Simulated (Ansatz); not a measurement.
Wanted: the native input for an Ansatz 0.2.0 run.

```yaml
Task: single point
Functional: PBE
Potentials_or_basis: all-electron LAPW, scalar-relativistic
Cutoff: 306 eV (chosen from the basis error)
Basis_error_allowed: 0.001 eV/atom
k_mesh: 10 × 10 × 10
Occupations: gaussian, width 0.029 eV
Spin: no spin polarisation
```

The system is CdO (Monteponite).

```
Cd O
1.0
     0.00000    2.34950    2.34950
     2.34950    0.00000    2.34950
     2.34950    2.34950    0.00000
Cd O
1 1
Direct
  0.00000 0.00000 0.00000
  0.50000 0.50000 0.50000
```

The input as run:

input.yaml

```yaml
crystal:
  lattice:
    - [0.0, 2.3495, 2.3495]
    - [2.3495, 0.0, 2.3495]
    - [2.3495, 2.3495, 0.0]
  atoms:
    - { symbol: Cd, position: [0.0, 0.0, 0.0] }
    - { symbol: O, position: [0.5, 0.5, 0.5] }
kpoints:
  mp_grid: { grid: [10, 10, 10] }
scf:
  occupations: { method: gaussian, width: 0.029 }
hamiltonian:
  xc: pbe
  pseudopotentials: { kind: all_electron, lapw: { basis_error: 0.001 } }
output:
  forces: true
  stress: true
  eigenvalues: true
```

Potentials or basis: all-electron LAPW, scalar-relativistic.

The run is started by

```bash
$ ansatz run input.yaml --threads 1 --pin off --max-ram 3072MiB --backend cpu --events-out ev --progress --plain --runs-dir out
```

Results of the run:

| Quantity | Value |
| --- | --- |
| Pressure | 6.1 GPa |
| Band gap on the k mesh | none (metal or under the smearing width) |

Caveat: this crystal is a semiconductor, whose small gap the functional closes, so the metal is an error of the method.

It took 8 s on 1 thread of Arm Neoverse V1, with other jobs on the host, peak memory 0.31 GiB.
